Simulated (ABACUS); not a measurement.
# GaAs (F-43m) in ABACUS: settings compared

The runs below take GaAs through single point, relaxation of cell and atoms, with PBE, PBEsol, TPSS.

Program: ABACUS 3.10.1. These are calculated values, not measurements. Logs are shortened: lines on timing, memory, paths and dates and some standing lists are left out, and cuts for length are marked.

**The experiment to reproduce.**

From “Evidence of valence band perturbations in GaAsN/GaAs(001): A combined variable-angle spectroscopic ellipsometry and modulated photoreflectance investigation”, 2008, arxiv:0805.2212, for a bulk crystal of GaAs at 300 K: band gap 1.418 ± 0.005 eV (direct); band gap 1.412 ± 0.01 eV (direct).

How close the calculation comes is told below.

**1. The structure**

Symmetry: F-43m, No. 216, cubic system. The conventional cell has a = 5.654 Å, b = 5.654 Å, c = 5.654 Å, α = 90.00°, β = 90.00°, γ = 90.00°. Around As (site symmetry -43m) lie 4 Ga at 2.45 Å. Around Ga (site symmetry -43m) lie 4 As at 2.45 Å.

**2. Single point, PBE**

run_abacus.py

```python
"""ABACUS run from a structure file: ASE reads it, the script writes STRU, KPT and INPUT."""
import re
import subprocess
import spglib
from ase import Atoms
from ase.io import read
from ase.units import Bohr

atoms = read("GaAs.cif")
cell, frac, numbers = spglib.standardize_cell((atoms.cell[:], atoms.get_scaled_positions(), atoms.numbers), to_primitive=True, symprec=1e-4)
atoms = Atoms(numbers=numbers, cell=cell, scaled_positions=frac, pbc=True)  # the primitive cell
atoms = atoms[(-atoms.numbers).argsort(kind="stable")]  # ABACUS lists atoms element by element
pseudo = {'As': 'As.upf', 'Ga': 'Ga.upf'}
orbital = {'As': 'As_confined-atom_7au_4s4p3d1f.orb', 'Ga': 'Ga_confined-atom_8au_4s4p3d1f.orb'}
magmoms = None
kmesh = [7, 7, 7]
params = {
    'suffix': 'GaAs',
    'calculation': 'scf',
    'basis_type': 'lcao',
    'pseudo_dir': './',
    'orbital_dir': './',
    'symmetry': 1,
    'dft_functional': 'pbe',
    'ecutwfc': 114,
    'pseudo_rcut': 10,
    'nspin': 1,
    'nbands': 33,
    'ks_solver': 'scalapack_gvx',
    'smearing_method': 'fd',
    'smearing_sigma': 0.00367493,
    'scf_thr': 1e-07,
    'scf_nmax': 100,
    'mixing_type': 'broyden',
    'mixing_beta': 0.7,
    'cal_force': 1,
    'cal_stress': 1,
    'out_mul': 1,
    'out_chg': 1,
}

symbols = atoms.get_chemical_symbols()
elements = list(dict.fromkeys(symbols))
lines = ["ATOMIC_SPECIES"] + [f"{e} {atoms.get_masses()[symbols.index(e)]:.4f} {pseudo[e]}" for e in elements]
if orbital:
    lines += ["", "NUMERICAL_ORBITAL"] + [orbital[e] for e in elements]
lines += ["", "LATTICE_CONSTANT", f"{1 / Bohr:.10f}", "", "LATTICE_VECTORS"]
lines += [" ".join(f"{x:.10f}" for x in v) for v in atoms.cell]
lines += ["", "ATOMIC_POSITIONS", "Direct"]
for e in elements:
    lines += ["", e, "0.0", str(symbols.count(e))]
    for i, p in enumerate(atoms.get_scaled_positions(wrap=False)):
        if symbols[i] == e:
            mag = "" if magmoms is None else " mag " + " ".join(str(x) for x in (magmoms[i] if isinstance(magmoms[i], list) else [magmoms[i]]))
            lines.append(" ".join(f"{x:.10f}" for x in p) + " 1 1 1" + mag)
open("STRU", "w").write("\n".join(lines) + "\n")
open("KPT", "w").write("K_POINTS\n0\nGamma\n%d %d %d 0 0 0\n" % tuple(kmesh))
open("INPUT", "w").write("INPUT_PARAMETERS\n" + "".join(f"{k:<20s}{v}\n" for k, v in params.items()))

done = subprocess.run(['mpirun', '-np', '4', 'abacus'])
if done.returncode:
    raise SystemExit(done.returncode)
log = open("OUT.GaAs/running_scf.log").read()
print("final energy (eV):", re.findall(r"FINAL_ETOT_IS (\S+)", log))
```

GaAs.cif

```cif
data_GaAs
_cell_length_a 5.65370000
_cell_length_b 5.65370000
_cell_length_c 5.65370000
_cell_angle_alpha 90.00000000
_cell_angle_beta 90.00000000
_cell_angle_gamma 90.00000000
_space_group_name_H-M_alt 'F-43m'
_space_group_name_Hall 'F -4 2 3'
_space_group_IT_number 216
loop_
_space_group_symop_operation_xyz
'x,y,z'
'y,-x,-z'
'-x,-y,z'
'-y,x,-z'
'x,-y,-z'
'y,x,z'
'-x,y,-z'
'-y,-x,z'
'z,x,y'
'-z,y,-x'
'z,-x,-y'
'-z,-y,x'
'-z,x,-y'
'z,y,x'
'-z,-x,y'
'z,-y,-x'
'y,z,x'
'-x,-z,y'
'-y,z,-x'
'x,-z,-y'
'-y,-z,x'
'x,z,y'
'y,-z,-x'
'-x,z,-y'
'x,y+1/2,z+1/2'
'y,-x+1/2,-z+1/2'
'-x,-y+1/2,z+1/2'
'-y,x+1/2,-z+1/2'
'x,-y+1/2,-z+1/2'
'y,x+1/2,z+1/2'
'-x,y+1/2,-z+1/2'
'-y,-x+1/2,z+1/2'
'z,x+1/2,y+1/2'
'-z,y+1/2,-x+1/2'
'z,-x+1/2,-y+1/2'
'-z,-y+1/2,x+1/2'
'-z,x+1/2,-y+1/2'
'z,y+1/2,x+1/2'
'-z,-x+1/2,y+1/2'
'z,-y+1/2,-x+1/2'
'y,z+1/2,x+1/2'
'-x,-z+1/2,y+1/2'
'-y,z+1/2,-x+1/2'
'x,-z+1/2,-y+1/2'
'-y,-z+1/2,x+1/2'
'x,z+1/2,y+1/2'
'y,-z+1/2,-x+1/2'
'-x,z+1/2,-y+1/2'
'x+1/2,y,z+1/2'
'y+1/2,-x,-z+1/2'
'-x+1/2,-y,z+1/2'
'-y+1/2,x,-z+1/2'
'x+1/2,-y,-z+1/2'
'y+1/2,x,z+1/2'
'-x+1/2,y,-z+1/2'
'-y+1/2,-x,z+1/2'
'z+1/2,x,y+1/2'
'-z+1/2,y,-x+1/2'
'z+1/2,-x,-y+1/2'
'-z+1/2,-y,x+1/2'
'-z+1/2,x,-y+1/2'
'z+1/2,y,x+1/2'
'-z+1/2,-x,y+1/2'
'z+1/2,-y,-x+1/2'
'y+1/2,z,x+1/2'
'-x+1/2,-z,y+1/2'
'-y+1/2,z,-x+1/2'
'x+1/2,-z,-y+1/2'
'-y+1/2,-z,x+1/2'
'x+1/2,z,y+1/2'
'y+1/2,-z,-x+1/2'
'-x+1/2,z,-y+1/2'
'x+1/2,y+1/2,z'
'y+1/2,-x+1/2,-z'
'-x+1/2,-y+1/2,z'
'-y+1/2,x+1/2,-z'
'x+1/2,-y+1/2,-z'
'y+1/2,x+1/2,z'
'-x+1/2,y+1/2,-z'
'-y+1/2,-x+1/2,z'
'z+1/2,x+1/2,y'
'-z+1/2,y+1/2,-x'
'z+1/2,-x+1/2,-y'
'-z+1/2,-y+1/2,x'
'-z+1/2,x+1/2,-y'
'z+1/2,y+1/2,x'
'-z+1/2,-x+1/2,y'
'z+1/2,-y+1/2,-x'
'y+1/2,z+1/2,x'
'-x+1/2,-z+1/2,y'
'-y+1/2,z+1/2,-x'
'x+1/2,-z+1/2,-y'
'-y+1/2,-z+1/2,x'
'x+1/2,z+1/2,y'
'y+1/2,-z+1/2,-x'
'-x+1/2,z+1/2,-y'
loop_
_atom_site_label
_atom_site_type_symbol
_atom_site_symmetry_multiplicity
_atom_site_Wyckoff_symbol
_atom_site_fract_x
_atom_site_fract_y
_atom_site_fract_z
_atom_site_occupancy
As1 As 4 c 0.2500000000 0.2500000000 0.2500000000 1
Ga1 Ga 4 a 0.0000000000 0.0000000000 0.0000000000 1
```

Potentials or basis: PseudoDojo NC SR 0.5 PBE stringent, TZDP LCAO (the cutoffs set its grid).

Command:

```
> OMP_NUM_THREADS=1 python run_abacus.py > log
```

running log:

```text
ABACUS v3.10.1

               Atomic-orbital Based Ab-initio Computation at UStc

 ------------------------------------------------------------------------------------

 READING GENERAL INFORMATION
                           global_out_dir = OUT.GaAs/
                           global_in_card = INPUT
                               pseudo_dir = ./
                              orbital_dir = ./
                                    DSIZE = 4
                                    GSIZE = 1

 READING UNITCELL INFORMATION
                                    ntype = 2
                  lattice constant (Bohr) = 1.88973
              lattice constant (Angstrom) = 1

 READING ATOM TYPE 1
                               atom label = As
                      L=0, number of zeta = 4
                      L=1, number of zeta = 4
                      L=2, number of zeta = 3
                      L=3, number of zeta = 1
             number of atom for this type = 1

 READING ATOM TYPE 2
                               atom label = Ga
                      L=0, number of zeta = 4
                      L=1, number of zeta = 4
                      L=2, number of zeta = 3
                      L=3, number of zeta = 1
             number of atom for this type = 1

                        TOTAL ATOM NUMBER = 2
DIRECT COORDINATES
    atom                   x                   y                   z     mag                  vx                  vy                  vz
taud_As1            0.2500000000        0.2500000000        0.2500000000  0.0000        0.0000000000        0.0000000000        0.0000000000
taud_Ga1            0.0000000000        0.0000000000        0.0000000000  0.0000        0.0000000000        0.0000000000        0.0000000000

                          Volume (Bohr^3) = 304.884
                             Volume (A^3) = 45.1791

 Lattice vectors: (Cartesian coordinate: in unit of a_0)
                   +0            +2.82685            +2.82685
             +2.82685                  +0            +2.82685
             +2.82685            +2.82685                  +0
 Reciprocal vectors: (Cartesian coordinate: in unit of 2 pi/a_0)
            -0.176875           +0.176875           +0.176875
            +0.176875           -0.176875           +0.176875
            +0.176875           +0.176875           -0.176875
 The esolver type has been set to : ksdft_lcao

                PAO radial cut off (Bohr) = 10

 Read in pseudopotential file is As.upf
                     pseudopotential type = NC
          exchange-correlation functional = PBE
                 nonlocal core correction = 1
                        valence electrons = 23
                                     lmax = 2
                           number of zeta = 5
                     number of projectors = 6
                           L of projector = 0
[... 5 lines left out ...]
                PAO radial cut off (Bohr) = 10

 Read in pseudopotential file is Ga.upf
                     pseudopotential type = NC
          exchange-correlation functional = PBE
                 nonlocal core correction = 1
                        valence electrons = 21
                                     lmax = 2
                           number of zeta = 5
                     number of projectors = 6
                           L of projector = 0
                           L of projector = 0
                           L of projector = 1
[... 153 lines left out ...]
              fft grid for wave functions = [ 54, 54, 54 ]
                    number of plane waves = 7799
                         number of sticks = 511

 PARALLEL PW FOR WAVE FUNCTIONS
     PROC   COLUMNS(POT)             PW
        1            128           1950
        2            128           1951
        3            128           1951
        4            127           1947
 --------------- sum -------------------
        4            511           7799

 SET NONLOCAL PSEUDOPOTENTIAL PROJECTORS
 SET NONLOCAL PSEUDOPOTENTIAL PROJECTORS
 max number of nonlocal projetors among all species is 6

 -------------------------------------------
 SELF-CONSISTENT
 -------------------------------------------

 SETUP SEARCHING RADIUS FOR PROGRAM TO SEARCH ADJACENT ATOMS
                  longest orb rcut (Bohr) = 8
   longest nonlocal projector rcut (Bohr) = 1.62
                     search radius (Bohr) = 19.2
              searching radius is (Bohr)) = 19.2
         searching radius unit is (Bohr)) = 1.89
                         PeriodicBoundary = 1
                        Radius(unit:lat0) = 10.2
                                   glayer = [ 5, 5, 5 ]
                             glayer_minus = [ 4, 4, 4 ]

Find the coordinate range of the input atom(unit:lat0).
                                  min_tau = [ -22.6, -22.6, -22.6 ]
                                  max_tau = [ 24, 24, 24 ]
                                BoxNumber = [ 9, 9, 9 ]

 SETUP EXTENDED REAL SPACE GRID FOR GRID INTEGRATION
                          real space grid = [ 54, 54, 54 ]
                 big cell numbers in grid = [ 27, 27, 27 ]
             meshcell numbers in big cell = [ 2, 2, 2 ]
                        extended fft grid = [ 36, 36, 36 ]
                dimension of extened grid = [ 100, 100, 100 ]
                            UnitCellTotal = 125
              Atom number in sub-FFT-grid = 2
    Local orbitals number in sub-FFT-grid = 76
                                ParaV.nnr = 97470
                                 init_chg = atomic

 LCAO ALGORITHM --------------- ION=   1  ELEC=   1--------------------------------

 Density error is 0.0246860782907
----------------------------------------------------------
     Energy           Rydberg                 eV
----------------------------------------------------------
 E_KohnSham     -1107.1988823991     -15064.2136198603
 E_Harris       -1107.0915303574     -15062.7530204007
 E_Fermi        0.7170808853         9.7563859666
----------------------------------------------------------
[... 80 lines left out ...]
 Density error is 7.79669334309e-08
----------------------------------------------------------
     Energy           Rydberg                 eV
----------------------------------------------------------
 E_KohnSham     -1107.2074481519     -15064.3301629057
 E_KS(sigma->0) -1107.2074468516     -15064.3301452145
 E_Harris       -1107.2074406456     -15064.3300607775
 E_band         -154.5473600268      -2102.7247072224
 E_one_elec     -990.1752012304      -13472.0247550305
 E_Hartree      478.7725618667       6514.0348874450
 E_xc           -107.0352968258      -1456.2899239523
 E_Ewald        -488.7695093619      -6650.0503359855
 E_entropy(-TS) -0.0000026006        -0.0000353824
 E_descf        0.0000000000         0.0000000000
 E_exx          0.0000000000         0.0000000000
 E_Fermi        0.7431592847         10.1112007940
----------------------------------------------------------

 charge density convergence is achieved
 final etot is -15064.330163 eV
 EFERMI = 10.111200794 eV

 STATE ENERGY(eV) AND OCCUPATIONS    NSPIN == 1
 1/20 kpoint (Cartesian) = 0.0000 0.0000 0.0000 (1559 pws)
       1       -174.985     0.00583090
       2       -133.923     0.00583090
       3       -118.359     0.00583090
       4       -118.359     0.00583090
       5       -118.359     0.00583090
       6       -84.6289     0.00583090
[... 200 lines left out ...]
      32        26.2033        0.00000
      33        27.9565        0.00000

[... levels at 14 further k points ...]

 correction force for each atom along direction 1 is -0.00257540
 correction force for each atom along direction 2 is -0.00141862
 correction force for each atom along direction 3 is -0.00131369
------------------------------------------------------------------------------------------
 TOTAL-FORCE (eV/Angstrom)
------------------------------------------------------------------------------------------
                       As1         0.0000000000         0.0000000000         0.0000000000
                       Ga1         0.0000000000         0.0000000000         0.0000000000
------------------------------------------------------------------------------------------

----------------------------------------------------------------
 TOTAL-STRESS (KBAR)
----------------------------------------------------------------
        36.0382639641        -0.0000000000        -0.0000000000
         0.0000000000        36.0382639641         0.0000000000
        -0.0000000000         0.0000000000        36.0382639641
----------------------------------------------------------------
 TOTAL-PRESSURE: 36.038264 KBAR

 --------------------------------------------
 !FINAL_ETOT_IS -15064.3301629057314130 eV
 --------------------------------------------
```

Wall time 25 s (4 MPI ranks of Intel Xeon Platinum 8259CL at 2.50GHz (Skylake/Cascade Lake), shared host); peak memory 0.76 GiB.

Results:

```yaml
Free_energy: -15064.3302 eV
Pressure: 3.6 GPa
Band_gap_on_the_k_mesh: 0.52 eV, direct
Mulliken_charges: As +0.38; Ga -0.38 e
```

Caveat: the atomic orbitals were generated for these runs and aren't a published set; Mulliken charges move with the basis; the basis of atomic orbitals isn't converged, which shifts pressures, moduli and gaps.

**3. Relaxation of cell and atoms, PBE**

INPUT

```
INPUT_PARAMETERS
suffix              GaAs
calculation         cell-relax
basis_type          lcao
pseudo_dir          ./
orbital_dir         ./
latname             fcc
symmetry            1
dft_functional      pbe
ecutwfc             114
pseudo_rcut         10
nspin               1
nbands              27
ks_solver           genelpa
smearing_method     fd
smearing_sigma      0.00367493
scf_thr             1e-07
scf_nmax            100
mixing_type         broyden
mixing_beta         0.7
cal_force           1
cal_stress          1
out_mul             1
relax_nmax          60
force_thr_ev        0.01
relax_method        cg
out_stru            1
stress_thr          1
```

STRU

```
ATOMIC_SPECIES
As 74.9216 As.upf
Ga 69.7230 Ga.upf

NUMERICAL_ORBITAL
As_confined-atom_7au_4s4p3d1f.orb
Ga_confined-atom_8au_4s4p3d1f.orb

LATTICE_CONSTANT
10.6839445908

ATOMIC_POSITIONS
Direct

As
0.0
1
0.2500000000 0.2500000000 0.2500000000 1 1 1

Ga
0.0
1
0.0000000000 0.0000000000 0.0000000000 1 1 1
```

KPT

```
K_POINTS
0
Gamma
7 7 7 0 0 0
```

Potentials or basis: PseudoDojo NC SR 0.5 PBE stringent, TZDP LCAO (the cutoffs set its grid).

Command:

```
> OMP_NUM_THREADS=1 mpirun -np 4 abacus > log
```

Wall time 56 s (4 MPI ranks of Intel Xeon Platinum 8259CL at 2.50GHz (Skylake/Cascade Lake), shared host); peak memory 0.76 GiB.

It converged, with:

| Item | Value |
| --- | --- |
| Free energy | -15064.3570 eV |
| Relaxed volume | 23.81 Å³/atom |
| Relaxed cell | a = 4.068 Å, b = 4.068 Å, c = 4.068 Å, α = 60.00°, β = 60.00°, γ = 60.00° |
| Space group after relaxing (to 0.05 Å) | F-43m (No. 216) |
| Energy gained by relaxing | 13.4 meV/atom |
| Ionic steps | 3 |
| Pressure after relaxing | 0.1 GPa |
| Mulliken charges | As +0.42; Ga -0.42 e |

Step by step:
```csv
step,energy change (eV),largest force (eV/Å),pressure (GPa),volume (Å³)
1,0.0000,0.0000,3.60,45.18
2,-0.0213,0.0000,-1.19,48.71
3,-0.0269,0.0000,0.06,47.61
```

Final structure:
```xyz
2
Lattice="-2.8767 0.0000 2.8767 0.0000 2.8767 2.8767 -2.8767 2.8767 0.0000" Properties=species:S:1:pos:R:3 pbc="T T T"
As   -1.4383    1.4383    1.4383
Ga    0.0000    0.0000    0.0000
```

Caveat: the atomic orbitals were generated for these runs and aren't a published set; Mulliken charges move with the basis; the basis of atomic orbitals isn't converged, which shifts pressures, moduli and gaps. PBE usually gives volumes a little too large and moduli too small.

**4. Single point, PBEsol**

run_abacus.py: that of step 2 with these lines changed.

```diff
@@ -3,4 +3,2 @@
 import subprocess
-import spglib
-from ase import Atoms
 from ase.io import read
@@ -8,8 +6,6 @@
 
-atoms = read("GaAs.cif")
-cell, frac, numbers = spglib.standardize_cell((atoms.cell[:], atoms.get_scaled_positions(), atoms.numbers), to_primitive=True, symprec=1e-4)
-atoms = Atoms(numbers=numbers, cell=cell, scaled_positions=frac, pbc=True)  # the primitive cell
+atoms = read("GaAs.xyz")
 atoms = atoms[(-atoms.numbers).argsort(kind="stable")]  # ABACUS lists atoms element by element
 pseudo = {'As': 'As.upf', 'Ga': 'Ga.upf'}
-orbital = {'As': 'As_confined-atom_7au_4s4p3d1f.orb', 'Ga': 'Ga_confined-atom_8au_4s4p3d1f.orb'}
+orbital = {'As': 'As_confined-atom_7au_3s3p2d.orb', 'Ga': 'Ga_confined-atom_8au_3s3p2d.orb'}
 magmoms = None
@@ -23,3 +19,3 @@
     'symmetry': 1,
-    'dft_functional': 'pbe',
+    'dft_functional': 'pbesol',
     'ecutwfc': 114,
@@ -28,3 +24,3 @@
     'nbands': 33,
-    'ks_solver': 'scalapack_gvx',
+    'ks_solver': 'genelpa',
     'smearing_method': 'fd',
@@ -39,2 +35,4 @@
     'out_chg': 1,
+    'out_pot': 2,
+    'out_elf': 1,
 }
```

GaAs.xyz

```xyz
2
Lattice="0.0000000000 2.8268500000 2.8268500000 2.8268500000 0.0000000000 2.8268500000 2.8268500000 2.8268500000 0.0000000000" Properties=species:S:1:pos:R:3 pbc="T T T"
As     4.2402750000      4.2402750000      4.2402750000
Ga     0.0000000000      0.0000000000      0.0000000000
```

Potentials or basis: PseudoDojo NC SR 0.5 PBE stringent, DZP LCAO (the cutoffs set its grid).

Command:

```
> OMP_NUM_THREADS=1 python run_abacus.py > log
```

It took 14 s on 4 MPI ranks of Intel Xeon Platinum 8259CL at 2.50GHz (Skylake/Cascade Lake), shared host; peak memory 0.56 GiB.

Results (log left out):

* Free energy: -15049.2976 eV
* Pressure: 1.2 GPa
* Band gap on the k mesh: 0.46 eV, direct
* Mulliken charges: As +0.33; Ga -0.33 e

Levels at points of the mesh, in eV from the valence-band top:
| k point | band 20 | band 21 | band 22 | band 23 | band 24 | band 25 |
| --- | --- | --- | --- | --- | --- | --- |
| (0.00, 0.00, 0.00) | 0.00 | 0.00 | 0.00 | 0.46 | 3.72 | 3.72 |

Caveat: the atomic orbitals were generated for these runs and aren't a published set; Mulliken charges move with the basis; the potentials were made for another functional, which shifts forces and pressure; the basis of atomic orbitals isn't converged, which shifts pressures, moduli and gaps.

(Continued in part 2 of 2.)
